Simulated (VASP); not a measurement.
WC: relaxation of cell and atoms with PBE

WC:

```
W C
1.0
     2.92487    0.00000    0.00000
    -1.46244    2.53301    0.00000
     0.00000    0.00000    2.84902
W C
1 1
Direct
  0.00000 0.00000 0.00000
  0.66667 0.33333 0.50000
```

```json
{
  "Program": "VASP 6.6.1",
  "Task": "relaxation of cell and atoms",
  "Functional": "PBE",
  "Potentials or basis": "VASP PAW PBE potentials, release 64 (W_sv, C)",
  "Cutoff": "520 eV",
  "k mesh": "18 × 18 × 14",
  "Occupations": "gaussian, width 0.3 eV",
  "Spin": "no spin polarisation",
  "Further INCAR settings": "ALGO = Fast; EDIFF = 1e-07; IBRION = 2; EDIFFG = -0.002; NSW = 80; ISIF = 3"
}
```

```json
{
  "Energy gained by relaxing": "0.0 meV/atom",
  "Ionic steps": "3",
  "Pressure after relaxing": "0.0 GPa",
  "Band gap on the k mesh": "none (metal or under the smearing width)"
}
```

Final structure:
```
W C
1.0
     2.92494    0.00000    0.00000
    -1.46247    2.53307    0.00000
     0.00000    0.00000    2.84910
W C
1 1
Cartesian
  0.0000 0.0000 0.0000
  1.4625 0.8444 1.4245
```

Levels at points of the mesh, in eV from the Fermi level:
```tsv
k point	band 7	band 8	band 9	band 10	band 11	band 12
(0.00, 0.00, 0.00)	-3.29	-3.29	0.08	3.14	3.14	5.52
(0.50, 0.00, 0.00)	-3.54	-3.51	-0.49	2.28	4.40	4.73
(0.00, 0.00, 0.50)	-2.01	-2.01	-0.58	-0.58	3.61	4.45
(0.50, 0.00, 0.50)	-4.26	-4.17	0.24	4.29	5.17	6.46
```

It took 100 s on 1 thread of AMD EPYC 9R14 (Zen 4) (shared host), peak memory 0.18 GiB.

Spin-orbit coupling is left out, which matters for the levels of W.
